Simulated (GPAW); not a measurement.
Runs of GPAW 26.7.0 on CdS (Greenockite). It takes space group P6_3mc (No. 186, hexagonal). Conventional cell: a = 4.150 Å, b = 4.150 Å, c = 6.737 Å, α = 90.00°, β = 90.00°, γ = 120.00°. Cd (site symmetry 3m) is surrounded by 4 S at 2.53 to 2.54 Å. S (site symmetry 3m) has 4 Cd at 2.53 to 2.54 Å as nearest neighbours. 

| task | level | potentials or basis | spin | cell | band path | band points | spin axis theta (degrees) | spin axis phi (degrees) | optimizer | gap on the mesh (eV) | pressure (GPa) | relaxed volume (Å³/atom) | largest force (eV/Å) |
| --- | --- | --- | --- | --- | --- | --- | --- | --- | --- | --- | --- | --- | --- |
| band structure | SOGGA | PAW data sets generated in the run's folder for this functional, pw | SOC, no magnetisation | as given | GMKGALHA,LM,KH | 60 | 0 | 0 | - | 1.01 | -1.3 | - | 0.06 |
| relaxation of cell and atoms | revPBE | the program's PAW data sets (release 1.2.1) made for this functional, pw | off | relaxed | - | - | - | - | LBFGS | 1.17 | 0.0 | (d) | 0.01 |
| band structure | revTPSS | GPAW PAW data sets (gpaw-data 1.2.1), pw | SOC, no magnetisation | as given | GMKGALHA,LM,KH | 100 | 90 | 0 | - | 1.30 | 0.8 | - | 0.07 |
| band structure | LDA | the program's PAW data sets (release 1.2.1) made for this functional, newer versions, pw | off | as given | GMKGALHA,LM,KH | 80 | - | - | - | 0.89 | -3.3 | - | 0.06 |
| relaxation of cell and atoms | BLYP | PAW data sets generated in the run's folder for this functional, pw | off | relaxed | - | - | - | - | LBFGS | 0.89 | 0.0 | 27.46 | 0.02 |
| band structure | mBEEF | GPAW PAW data sets (gpaw-data 1.2.1), pw | SOC, no magnetisation | as given | GMKGALHA,LM,KH | 60 | 90 | 45 | - | 1.91 | 1.5 | - | 0.07 |
| band structure | OLYP | PAW data sets generated in the run's folder for this functional, pw | SOC, no magnetisation | as given | GMKGALHA,LM,KH | 60 | 90 | 0 | - | 1.66 | 3.9 | - | 0.07 |
| relaxation of cell and atoms | revTPSS+D3 | GPAW PAW data sets (gpaw-data 1.2.1), pw | off | relaxed | - | - | - | - | BFGS | 1.42 | 0.1 | 24.10 | - |
| relaxation of cell and atoms | revTPSS | GPAW PAW data sets (gpaw-data 1.2.1), pw | off | relaxed to 2 GPa | - | - | - | - | LBFGS | (b) | 2.0 | - | 0.01 |
| relaxation of cell and atoms | r2SCAN+D3(BJ) | GPAW PAW data sets (gpaw-data 1.2.1), pw | off | relaxed | - | - | - | - | FIRE | (c) | -0.2 | 25.06 | 0.02 |
| band structure | LDA | JTH PAW 2.0, LDA, pw | off | as given | GMKGALHA,LM,KH | 80 | - | - | - | 0.89 | -3.3 | - | 0.06 |
| relaxation of cell and atoms | SCAN+D3 | GPAW PAW data sets (gpaw-data 1.2.1), pw | off | relaxed | - | - | - | - | LBFGS | 1.56 | 0.0 | (a) | 0.01 |

Alike in all rows: k mesh 5 × 5 × 3; cutoff (eV) 600; smearing fermi-dirac 0.05 eV.

Problem. Fill in the values left out.

Solution. (a) 24.92; (b) 1.35; (c) 1.63; (d) 26.72.

Caveats: later steps reuse the first step's grids (some runs); the PAW data sets were made with another functional, which shifts forces and pressure a little (some runs); spin-orbit coupling was added after a scalar SCF, so levels and gaps hold it while energy, forces, pressure and moments don't (some runs); this program's spin-orbit splittings come out too wide for heavy elements (some runs); the program truncates these outside data sets (some runs).

A k mesh can miss the band edges, and rows without SOC leave out spin-orbit coupling on Cd.

Runs at the PBE level aren't shown here.
